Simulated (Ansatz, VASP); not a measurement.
This is a calculation of Re for Ansatz 0.2.0.

File input.yaml:

```yaml
crystal:
  lattice:
    - [0.0, 2.0009898225, 2.0009898225]
    - [2.0009898225, 0.0, 2.0009898225]
    - [2.0009898225, 2.0009898225, 0.0]
  atoms:
    - { symbol: Re, position: [0.0, 0.0, 0.0] }
kpoints:
  mp_grid: { grid: [12, 12, 12] }
scf:
  occupations: { method: fermi_dirac, width: 0.05 }
hamiltonian:
  xc: pbe
  pseudopotentials: { kind: all_electron, lapw: { basis_error: 0.0005 } }
output:
  forces: true
  stress: true
  eigenvalues: true
```

Potentials or basis: all-electron LAPW, scalar-relativistic.

Run with:

```sh
$ ansatz run input.yaml --threads 1 --pin off --max-ram 2560MiB --backend cpu --events-out ev --progress --plain --runs-dir out
```

Problem. Translate it to VASP 6.6.1. Potentials there: VASP PAW PBE potentials, release 64 (Re).

Solution. As run (the cutoff follows the program's own potentials):

INCAR

```
SYSTEM = Re
PREC = Accurate
ENCUT = 520
EDIFF = 1E-6
ISMEAR = -1
SIGMA = 0.05
LREAL = .FALSE.
LASPH = .TRUE.
NELM = 80
ALGO = Normal
ISIF = 2
LWAVE = .FALSE.
LCHARG = .FALSE.
GGA = PE
NBANDS = 10
```

File KPOINTS:

```
Automatic mesh
0
G
  12 12 12
  0 0 0
```

The input POSCAR:

```
Re
1.0
    0.0000000000      2.0009898225      2.0009898225
    2.0009898225      0.0000000000      2.0009898225
    2.0009898225      2.0009898225      0.0000000000
Re
1
Direct
    0.0000000000      0.0000000000      0.0000000000
```

Potentials or basis: VASP PAW PBE potentials, release 64 (Re).

Command:

```bash
$ cat potpaw_PBE.64/Re/POTCAR > POTCAR
$ mpirun -np 1 vasp_std > vasp.out
```

Both were run:

|  | VASP | Ansatz | Ansatz less VASP |
| --- | --- | --- | --- |
| gap on the k mesh at the Fermi level (eV) | none | none | - |
| pressure (GPa) | -21.4 | -20.5 | +0.95 |

A gap of «none» marks a metal or a gap that the smearing closes. Ansatz ran all-electron here, so the differences hold the error of VASP's frozen core and of both bases.

Caveats: so large a pressure means that the cell lies far from this level's equilibrium, or that cutoff or potentials fall short (VASP). Spin-orbit coupling is left out, which matters for the levels of Re.
